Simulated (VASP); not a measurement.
# GeS (Pnma) in VASP: single point with PBE

Aim: the single point of GeS with PBE.

Everything below comes from runs of VASP 6.6.1. Logs are shortened: lines on timing, memory, paths and dates and some standing lists are left out, and cuts for length are marked.

### 1 The structure

Symmetry: Pnma, No. 62, orthorhombic system. Conventional cell: a = 10.481 Å, b = 3.646 Å, c = 4.299 Å, α = 90.00°, β = 90.00°, γ = 90.00°. Around Ge (site symmetry m) lie 3 S at 2.44 to 2.45 Å. S (site symmetry m) is surrounded by 3 Ge at 2.44 to 2.45 Å.

### 2 Single point, PBE

The input, INCAR:

```
SYSTEM = GeS
PREC = Accurate
ENCUT = 520
EDIFF = 1E-6
ISMEAR = -1
SIGMA = 0.05
LREAL = .False.
LASPH = .True.
NELM = 100
ALGO = Fast
ISIF = 2
LWAVE = .False.
LCHARG = .False.
GGA = PE
NBANDS = 50
```

The input, KPOINTS:

```
regular mesh
0
Gamma
  2 6 6
  0 0 0
```

The input, POSCAR:

```
GeS
1.0
   10.4810000000      0.0000000000      0.0000000000
    0.0000000000      3.6460000000      0.0000000000
    0.0000000000      0.0000000000      4.2990000000
Ge S
4 4
Direct
    0.1221000000      0.2500000000      0.1277000000
    0.3779000000      0.7500000000      0.6277000000
    0.6221000000      0.2500000000      0.3723000000
    0.8779000000      0.7500000000      0.8723000000
    0.8495000000      0.2500000000      0.5023000000
    0.6505000000      0.7500000000      0.0023000000
    0.3495000000      0.2500000000      0.9977000000
    0.1505000000      0.7500000000      0.4977000000
```

Potentials or basis: VASP PAW PBE potentials, release 64 (Ge_d, S).

The run is started by

```bash
$ cat potpaw_PBE.64/Ge_d/POTCAR potpaw_PBE.64/S/POTCAR > POTCAR
$ mpirun -np 1 vasp_std > vasp.out
```

OUTCAR:

```text
SYSTEM = GeS
   PREC = Accurate
   ENCUT = 520
   EDIFF = 1E-6
   ISMEAR = -1
   LREAL = .False.
   LASPH = .True.
   NELM = 100
   ISIF = 2
   GGA = PE

 ion  position               nearest neighbor table
   1  0.122  0.250  0.128-   8 2.44   8 2.44   7 2.45
   2  0.378  0.750  0.628-   7 2.44   7 2.44   8 2.45
   3  0.622  0.250  0.372-   6 2.44   6 2.44   5 2.45
   4  0.878  0.750  0.872-   5 2.44   5 2.44   6 2.45
   5  0.849  0.250  0.502-   4 2.44   4 2.44   3 2.45
   6  0.651  0.750  0.002-   3 2.44   3 2.44   4 2.45
   7  0.349  0.250  0.998-   2 2.44   2 2.44   1 2.45
   8  0.151  0.750  0.498-   1 2.44   1 2.44   2 2.45

  LATTYP: Found a simple orthorhombic cell.
 ALAT       =     3.6460000000
 B/A-ratio  =     1.1791003840
 C/A-ratio  =     2.8746571585

  Lattice vectors:

 A1 = (   0.0000000000,   3.6460000000,   0.0000000000)
 A2 = (   0.0000000000,   0.0000000000,   4.2990000000)
 A3 = (  10.4810000000,   0.0000000000,   0.0000000000)

Analysis of symmetry for initial positions (statically):
=====================================================================
 Subroutine PRICEL returns:
 Original cell was already a primitive cell.

 Routine SETGRP: Setting up the symmetry group for a
 simple orthorhombic supercell.

 Subroutine GETGRP returns: Found  8 space group operations
 (whereof  2 operations were pure point group operations)
 out of a pool of  8 trial point group operations.

The static configuration has the point symmetry S_2 .
 The point group associated with its full space group is D_2h.

Analysis of symmetry for dynamics (positions and initial velocities):
=====================================================================
 Subroutine PRICEL returns:
 Original cell was already a primitive cell.

 Routine SETGRP: Setting up the symmetry group for a
 simple orthorhombic supercell.

 Subroutine GETGRP returns: Found  8 space group operations
 (whereof  2 operations were pure point group operations)
 out of a pool of  8 trial point group operations.

The dynamic configuration has the point symmetry S_2 .
 The point group associated with its full space group is D_2h.

 Subroutine INISYM returns: Found  8 space group operations
 (whereof  2 operations are pure point group operations),
 and found     1 'primitive' translations

----------------------------------------------------------------------------------------

                                     Primitive cell

  volume of cell :     164.2808

  direct lattice vectors                    reciprocal lattice vectors
    10.481000000  0.000000000  0.000000000     0.095410743  0.000000000  0.000000000
     0.000000000  3.646000000  0.000000000     0.000000000  0.274273176  0.000000000
     0.000000000  0.000000000  4.299000000     0.000000000  0.000000000  0.232612235

  length of vectors
    10.481000000  3.646000000  4.299000000     0.095410743  0.274273176  0.232612235

  position of ions in fractional coordinates (direct lattice)
     0.122100000  0.250000000  0.127700000
     0.377900000  0.750000000  0.627700000
     0.622100000  0.250000000  0.372300000
     0.877900000  0.750000000  0.872300000
     0.849500000  0.250000000  0.502300000
     0.650500000  0.750000000  0.002300000
     0.349500000  0.250000000  0.997700000
     0.150500000  0.750000000  0.497700000

  ion indices of the primitive-cell ions
   primitive index   ion index
                 1           1
                 2           2
                 3           3
                 4           4
                 5           5
                 6           6
                 7           7
                 8           8

----------------------------------------------------------------------------------------

 KPOINTS: regular mesh

Automatic generation of k-mesh.
 Grid dimensions read from file:
 generate k-points for:    2    6    6

 Generating k-lattice:

  Cartesian coordinates                     Fractional coordinates (reciprocal lattice)
     0.047705372  0.000000000  0.000000000     0.500000000  0.000000000  0.000000000
     0.000000000  0.045712196  0.000000000     0.000000000  0.166666667  0.000000000
     0.000000000  0.000000000  0.038768706     0.000000000  0.000000000  0.166666667

  Length of vectors
     0.047705372  0.045712196  0.038768706

  Shift w.r.t. Gamma in fractional coordinates (k-lattice)
     0.000000000  0.000000000  0.000000000

 Subroutine IBZKPT returns following result:
 ===========================================

 Found     32 irreducible k-points:

 Following reciprocal coordinates:
            Coordinates               Weight
  0.000000  0.000000  0.000000      1.000000
  0.500000  0.000000  0.000000      1.000000
  0.000000  0.166667  0.000000      2.000000
  0.500000  0.166667  0.000000      2.000000
  0.000000  0.333333  0.000000      2.000000
  0.500000  0.333333  0.000000      2.000000
[... 16 lines left out ...]
  0.000000  0.500000  0.333333      2.000000
  0.500000  0.500000  0.333333      2.000000
 [... further k-points ...]
   k-points           NKPTS =     32   k-points in BZ     NKDIM =     32   number of bands    NBANDS=     50
   number of dos      NEDOS =    301   number of ions     NIONS =      8
   total plane-waves  NPLWV =  71680
   dimension x,y,z NGX =    80 NGY =   28 NGZ =   32
   dimension x,y,z NGXF=   160 NGYF=   56 NGZF=   64
   ions per type =               4   4
   NGX,Y,Z   is equivalent  to a cutoff of  12.69, 12.77, 12.37 a.u.
   NGXF,Y,Z  is equivalent  to a cutoff of  25.38, 25.53, 24.75 a.u.
 SYSTEM =  GeS
   PREC   = accura    normal or accurate (medium, high low for compatibility)
   ISTART =      0    job   : 0-new  1-cont  2-samecut
   ICHARG =      2    charge: 1-file 2-atom 10-const
   ISPIN  =      1    spin polarized calculation?
   LNONCOLLINEAR =      F non collinear calculations
   LSORBIT =      F    spin-orbit coupling
   LASPH  =      T    aspherical Exc in radial PAW
   ENCUT  =  520.0 eV  38.22 Ry    6.18 a.u.  19.49  6.78  7.99*2*pi/ulx,y,z
   NELM   =    100;   NELMIN=  2; NELMDL= -5     # of ELM steps
   EDIFF  = 0.1E-05   stopping-criterion for ELM
   LREAL  =      F    real-space projection
   EDIFFG = 0.1E-04   stopping-criterion for IOM
   NSW    =      0    number of steps for IOM
   IBRION =     -1    ionic relax: 0-MD 1-quasi-New 2-CG
   NFREE  =      0    steps in history (QN), initial steepest desc. (CG)
   ISIF   =      2    stress and relaxation
   ISYM   =      2    0-nonsym 1-usesym 2-fastsym
   POTIM  = 0.5000    time-step for ionic-motion
   TEBEG  =    0.0;   TEEND  =   0.0 temperature during run
   PSTRESS=    0.0 pullay stress
   NELECT =      80.0000    total number of electrons
   NUPDOWN=      -1.0000    fix difference up-down
   EMIN   =  10.00;   EMAX   =-10.00  energy-range for DOS
   EFERMI =   0.00;   METHOD = LEGACY
   ISMEAR =    -1;   SIGMA  =   0.05  broadening in eV -4-tet -1-fermi 0-gaus
   EFERMI_NEDOS =   21; number of points for ismear=-14 and -15
   IALGO  =     68    algorithm
   IMIX   =      4    mixing-type and parameters
     AMIX     =   0.40;   BMIX     =  1.00
     AMIX_MAG =   1.60;   BMIX_MAG =  1.00
  volume/ion in A,a.u.               =      20.54       138.58
  Fermi-wavevector in a.u.,A,eV,Ry     =   1.287980  2.433930 22.570613  1.658893
  Thomas-Fermi vector in A             =   2.419962
   LORBIT       =      0    0 simple, 1 ext, 2 COOP (PROOUT), +10 PAW based schemes
   GGA     = PE    functional components
   LHFCALC =     F    Hartree Fock is set to
   AEXX    =    0.0000 exact exchange contribution
   IVDW    =     0    specifies the selected vdW correction
   LEPSILON=     F    determine dielectric tensor
   LRPA    =     F    only Hartree local field effects (RPA)
 non-spin polarized calculation
 RMM-DIIS sequential band-by-band and
  energy-cutoff  :      520.00
  volume of cell :      164.28
 maximum number of plane-waves:      4460
 NGX is ok and might be reduce to    80
   NGX = 39   NGY = 13   NGZ = 15

 number of electron      79.9999994 magnetization

 Free energy of the ion-electron system (eV)
  ---------------------------------------------------
  ext. energy  EPLUGINS =         0.00000000
  ---------------------------------------------------
  free energy    TOTEN  =       -36.56629530 eV

  energy without entropy =      -36.56629434  energy(sigma->0) =      -36.56629482

 E-fermi :   5.5608     XC(G=0): -10.1141

 val. band max:        4.9830355872   @ k =   0.0000   0.0000   0.0000
 cond. band min:       6.1058861384   @ k =   0.0000   0.0000   0.0000
 fundamental gap:      1.1228505512
 Fermi energy:         5.5608322335

 k-point     1 :       0.0000    0.0000    0.0000
  band No.  band energies     occupation
      1     -19.4157      2.00000
      2     -19.4120      2.00000
      3     -19.4076      2.00000
      4     -19.4052      2.00000
      5     -19.4041      2.00000
      6     -19.4025      2.00000
[... 42 lines left out ...]
     49      10.5148      0.00000
     50      11.2452      0.00000

 k-point     2 :       0.5000    0.0000    0.0000
  band No.  band energies     occupation
      1     -19.4141      2.00000
      2     -19.4141      2.00000
      3     -19.4062      2.00000
      4     -19.4062      2.00000
      5     -19.4036      2.00000
      6     -19.4036      2.00000
[... 42 lines left out ...]
     49      10.4320      0.00000
     50      11.0698      0.00000

 k-point     3 :       0.0000    0.1667    0.0000
  band No.  band energies     occupation
      1     -19.4124      2.00000
      2     -19.4101      2.00000
      3     -19.4061      2.00000
      4     -19.4049      2.00000
      5     -19.4040      2.00000
      6     -19.4026      2.00000
[... 1102 lines left out ...]
     49      10.1039      0.00000
     50      10.1056      0.00000

 k-point    24 :       0.5000    0.5000    0.3333
  band No.  band energies     occupation
      1     -19.4126      2.00000
      2     -19.4126      2.00000
      3     -19.4126      2.00000
      4     -19.4126      2.00000
      5     -19.3968      2.00000
      6     -19.3968      2.00000
[... 42 lines left out ...]
     49      11.0254      0.00000
     50      11.0255      0.00000

 [... further k-points ...]
[... 5 lines left out ...]
  --------------------------------------------------------------------------------------
  -------------------------------------------------------------------------------------
  Total        2.3268323      2.6508443      2.4994279      0.0000000     -0.0000000      0.0000000
  in kB       22.6928397     25.8528228     24.3761082      0.0000000     -0.0000000      0.0000000
  external PRESSURE =      24.3072569 kB  Pullay stress =       0.0000000 kB

 VOLUME and BASIS-vectors are now :
 -----------------------------------------------------------------------------
  energy-cutoff  :      520.00
  volume of cell :      164.28
      direct lattice vectors                 reciprocal lattice vectors
    10.481000000  0.000000000  0.000000000     0.095410743  0.000000000  0.000000000
     0.000000000  3.646000000  0.000000000     0.000000000  0.274273176  0.000000000
     0.000000000  0.000000000  4.299000000     0.000000000  0.000000000  0.232612235

 POSITION                                       TOTAL-FORCE (eV/Angst)
 -----------------------------------------------------------------------------------
      1.27973      0.91150      0.54898        -0.085427      0.000000     -0.108855
      3.96077      2.73450      2.69848         0.085427     -0.000000     -0.108855
      6.52023      0.91150      1.60052        -0.085427      0.000000      0.108855
      9.20127      2.73450      3.75002         0.085427     -0.000000      0.108855
      8.90361      0.91150      2.15939         0.043199      0.000000     -0.103252
      6.81789      2.73450      0.00989        -0.043199      0.000000     -0.103252
      3.66311      0.91150      4.28911         0.043199      0.000000      0.103252
      1.57739      2.73450      2.13961        -0.043199      0.000000      0.103252
 -----------------------------------------------------------------------------------
    total drift:                               -0.000000     -0.000000     -0.000000

  FREE ENERGIE OF THE ION-ELECTRON SYSTEM (eV)
  ---------------------------------------------------
  free  energy   TOTEN  =       -36.5662952962 eV

  energy  without entropy=      -36.5662943352  energy(sigma->0) =      -36.56629482
```

Run time: 3.6 min. Hardware: 1 thread of Intel Xeon Platinum 8488C (Sapphire Rapids), shared host; peak memory 0.36 GiB.

What came out:

* Free energy: -36.5663 eV
* Pressure: 2.4 GPa
* Largest force: 0.138 eV/Å
* Band gap on the k mesh: 1.12 eV, direct

Forces in eV/Å, atoms in the order of the input:
```
Ge  -0.085  0.000 -0.109
Ge   0.085  0.000 -0.109
Ge  -0.085  0.000  0.109
Ge   0.085  0.000  0.109
S    0.043  0.000 -0.103
S   -0.043  0.000 -0.103
S    0.043  0.000  0.103
S   -0.043  0.000  0.103
```
